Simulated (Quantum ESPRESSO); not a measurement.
A calculation with Quantum ESPRESSO 7.5 of PtSe2 (Sudovikovite) (native input, structure typed inline):

Contents of pw.in:

```
&CONTROL
  calculation = 'scf'
  prefix = 'pwscf'
  outdir = './tmp'
  pseudo_dir = './pseudo'
  tprnfor = .true.
  tstress = .true.
  disk_io = 'low'
/
&SYSTEM
  ibrav = 0
  celldm(1) = 8
  nat = 3
  ntyp = 2
  ecutwfc = 45
  ecutrho = 360
  nbnd = 21
  occupations = 'smearing'
  smearing = 'fd'
  degauss = 0.00367493
/
&ELECTRONS
  conv_thr = 6d-10
  electron_maxstep = 120
  mixing_beta = 0.5
/
ATOMIC_SPECIES
Pt   195.0840 pt_pbesol_v1.4.uspp.F.UPF
Se    78.9710 se_pbesol_v1.uspp.F.UPF
CELL_PARAMETERS alat
  0.8796675110133   0.0000000000000   0.0000000000000
 -0.4398337555066   0.7618144114229   0.0000000000000
  0.0000000000000   0.0000000000000   1.1957242053570
ATOMIC_POSITIONS crystal
Pt     0.0000000000    0.0000000000    0.0000000000
Se     0.6666666667    0.3333333333    0.7500000000
Se     0.3333333333    0.6666666667    0.2500000000
K_POINTS automatic
8 8 5 0 0 0
```

Contents of pp_density.in:

```
&INPUTPP
  prefix = 'pwscf'
  outdir = './tmp'
  filplot = 'density.dat'
  plot_num = 0
/
&PLOT
  nfile = 1
  filepp(1) = 'density.dat'
  iflag = 3
  output_format = 6
  fileout = 'density.cube'
/
```

The input pp_potential.in:

```
&INPUTPP
  prefix = 'pwscf'
  outdir = './tmp'
  filplot = 'potential.dat'
  plot_num = 11
/
&PLOT
  nfile = 1
  filepp(1) = 'potential.dat'
  iflag = 3
  output_format = 6
  fileout = 'potential.cube'
/
```

Potentials or basis: GBRV 1.5 PBEsol.

Run with:

```console
$ OMP_NUM_THREADS=1 mpirun -n 2 pw.x -nk 2 -in pw.in > pw.out
$ OMP_NUM_THREADS=1 mpirun -n 1 pp.x -in pp_density.in > pp_density.out
$ OMP_NUM_THREADS=1 mpirun -n 1 pp.x -in pp_potential.in > pp_potential.out
```

Q: Write the same calculation in another form: ASE script, structure from a POSCAR.

A: As run:

File run.py:

```python
import numpy as np
from ase.calculators.espresso import Espresso, EspressoProfile
from ase.io import read

atoms = read('POSCAR')

input_data = {
    'control': {'calculation': 'scf', 'prefix': 'pwscf', 'outdir': './tmp', 'tprnfor': True, 'tstress': True, 'disk_io': 'nowf'},
    'system': {'ecutwfc': 45.0, 'ecutrho': 360.0, 'nbnd': 21, 'occupations': 'smearing', 'smearing': 'fd', 'degauss': 0.00367493},
    'electrons': {'conv_thr': 6e-10, 'electron_maxstep': 120, 'mixing_beta': 0.5},
}
pseudopotentials = {'Se': 'se_pbesol_v1.uspp.F.UPF', 'Pt': 'pt_pbesol_v1.4.uspp.F.UPF'}
profile = EspressoProfile(command='mpirun -n 2 pw.x -nk 2', pseudo_dir='pseudo')
dft = Espresso(profile=profile, input_data=input_data, pseudopotentials=pseudopotentials, kpts=(8, 8, 5), koffset=(0, 0, 0))
atoms.calc = dft

print(f'energy {atoms.get_potential_energy():.8f} eV')
print('forces (eV/A)')
print(np.round(atoms.get_forces(), 6))
print('stress (eV/A^3, Voigt)')
print(np.round(atoms.get_stress(), 8))
print(f'Fermi level {dft.get_fermi_level():.4f} eV')
```

POSCAR

```
PtSe2
1.0
    3.7240000000      0.0000000000      0.0000000000
   -1.8620000000      3.2250786037      0.0000000000
    0.0000000000      0.0000000000      5.0620000000
Pt Se
1 2
Direct
    0.0000000000      0.0000000000      0.0000000000
    0.6666666667      0.3333333333      0.7500000000
    0.3333333333      0.6666666667      0.2500000000
```

Potentials or basis: GBRV 1.5 PBEsol.

Launch:

```bash
$ OMP_NUM_THREADS=1 python run.py
```

Both were run:

|  | native input, structure typed inline | ASE script, structure from a POSCAR |
| --- | --- | --- |
| Pressure | 1.8 GPa | 1.8 GPa |
| Largest force | 0.332 eV/Å | 0.332 eV/Å |
| Band gap on the k mesh | none (metal or under the smearing width) | none (metal or under the smearing width) |

Keys that steer only the numerical path or the files written may differ.
